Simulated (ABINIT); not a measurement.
The system is HfC.

```
Hf C
1.0
     0.00000    2.32500    2.32500
     2.32500    0.00000    2.32500
     2.32500    2.32500    0.00000
Hf C
1 1
Direct
  0.50000 0.50000 0.50000
  0.00000 0.00000 0.00000
```

Base run:

- Program: ABINIT 10.8.3 (patched build)
- Functional: PBEsol
- Potentials or basis: PseudoDojo NC SR PBEsol v0.4.1 standard
- Cutoff: 1007 eV
- k mesh: 8 × 8 × 8
- Occupations: fermi-dirac, width 0.05 eV
- Spin: no spin polarisation

Its results: band gap on the k mesh none (metal or under the smearing width); pressure -6.4 GPa.

**Question.** The run is repeated on the same cell with these changes: functional from PBEsol to PBE; potentials or basis from PseudoDojo NC SR PBEsol v0.4.1 standard to PseudoDojo NC SR PBE v0.5 stringent; cutoff from 1007 eV to 1687 eV; valence electrons from 16 to 30. What comes out?

**Answer.** Band gap on the k mesh none (metal or under the smearing width); pressure -1.0 GPa.

Not every run made on this cell is shown here.
